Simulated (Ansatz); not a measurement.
Cost and result for the atomization energy of maleic anhydride (`O=C1C=CC(=O)O1`) (9 atoms, 9 bonds).

Cartesian coordinates in Å:
```
O 0.7139 0.6886 -2.2556
C 0.3834 0.4319 -1.1453
C -0.0816 -0.8533 -0.5692
C -0.3383 -0.6556 0.7173
C -0.0502 0.7658 1.0277
O -0.1463 1.3511 2.0554
O 0.3810 1.3691 -0.1344
H -0.1685 -1.7508 -1.1632
H -0.6934 -1.3466 1.4672
```

Total charge 0; spin multiplicity 1. All single points use the PBE0-D4/def2-TZVP geometry. Program: Ansatz. All runs use 4 threads of an Arm Neoverse V1 on a shared host. Times are those of one run each, without the atoms' runs, and a repeat can differ threefold. Electronic energies, without spin–orbit coupling; frozen cores. CCSD(T)/CBS adds CCSD(T) − MP2 in def2-TZVPP to the MP2 limit, and its time is that of the two runs behind it. T1 = 0.017; the RHF reference is unstable towards UHF. B3LYP takes the VWN-RPA correlation (the form of Gaussian; ORCA's B3LYP/G).

CCSD(T)/CBS is a level of theory with its own doubt, some kJ/mol a heavy atom from the limit and from the frozen cores, so smaller differences don't rank the functionals.

```json
{"level": "LDA (SPW92)/def2-TZVPP", "functions": "245", "wall time": "1.2 s"}
{"level": "PBE-D4/def2-TZVPP (with forces)", "functions": "245", "wall time": "2.3 s"}
{"level": "CAM-B3LYP-D4/def2-TZVPP", "functions": "245", "wall time": "3 s"}
{"level": "B3LYP-D4/def2-TZVPP (with forces)", "functions": "245", "wall time": "4.1 s"}
{"level": "r2SCAN-D4/def2-TZVPP (with forces)", "functions": "245", "wall time": "4.6 s"}
{"level": "r2SCANh-D4/def2-TZVPP", "functions": "245", "wall time": "4.7 s"}
{"level": "B2PLYP/def2-TZVPP", "functions": "245", "wall time": "6.5 s"}
{"level": "PBE-QIDH/def2-TZVPP", "functions": "245", "wall time": "6.5 s"}
{"level": "ωB97X-V/def2-TZVPP", "functions": "245", "wall time": "7 s"}
{"level": "CCSD(T)/def2-SVP", "functions": "108", "wall time": "8 s"}
{"level": "MP2/def2-QZVPP", "functions": "459", "wall time": "24 s"}
{"level": "CCSD(T)/def2-TZVPP", "functions": "245", "wall time": "3.5 min"}
{"level": "CCSD(T)/CBS(def2)", "functions": "–", "wall time": "3.9 min"}
```

Task: What atomization energy does each give, and how far from CCSD(T)/CBS? (An estimate is asked.)

Result: The calculation gave: 
| level | atomization (kcal/mol) | difference from CCSD(T)/CBS | per bond |
| --- | --- | --- | --- |
| LDA (SPW92)/def2-TZVPP | 1310.3 | 225.3 | 25.0 |
| PBE-D4/def2-TZVPP (with forces) | 1151.8 | 66.8 | 7.4 |
| CAM-B3LYP-D4/def2-TZVPP | 1092.4 | 7.4 | 0.8 |
| B3LYP-D4/def2-TZVPP (with forces) | 1086.9 | 1.9 | 0.2 |
| r2SCAN-D4/def2-TZVPP (with forces) | 1101.8 | 16.8 | 1.9 |
| r2SCANh-D4/def2-TZVPP | 1086.6 | 1.6 | 0.2 |
| B2PLYP/def2-TZVPP | 1080.2 | -4.8 | -0.5 |
| PBE-QIDH/def2-TZVPP | 1087.6 | 2.6 | 0.3 |
| ωB97X-V/def2-TZVPP | 1091.3 | 6.3 | 0.7 |
| CCSD(T)/def2-SVP | 1037.4 | -47.6 | -5.3 |
| MP2/def2-QZVPP | 1122.1 | 37.1 | 4.1 |
| CCSD(T)/def2-TZVPP | 1053.7 | -31.3 | -3.5 |
| CCSD(T)/CBS(def2) | 1085.0 | 0.0 | 0.0 |

From r2SCAN to r2SCAN0 (25 % exact exchange), in def2-TZVPP and without D4, the atomization energy moves by −37.1 kcal/mol: exact exchange takes away binding that semilocal exchange gives to molecules. The D4 term adds +7.9 kcal/mol with B3LYP and +4.1 kcal/mol with PBE0; it sums over pairs of atoms, weighted by their polarisabilities, and B3LYP, whose exchange is more repulsive, gets the larger term. In def2-TZVPP, CCSD(T) changes the Hartree–Fock value by +321.5 kcal/mol (the triples alone add +29.0 kcal/mol) and MP2 by +371.5 kcal/mol; breaking electron pairs costs correlation energy, which Hartree–Fock lacks.
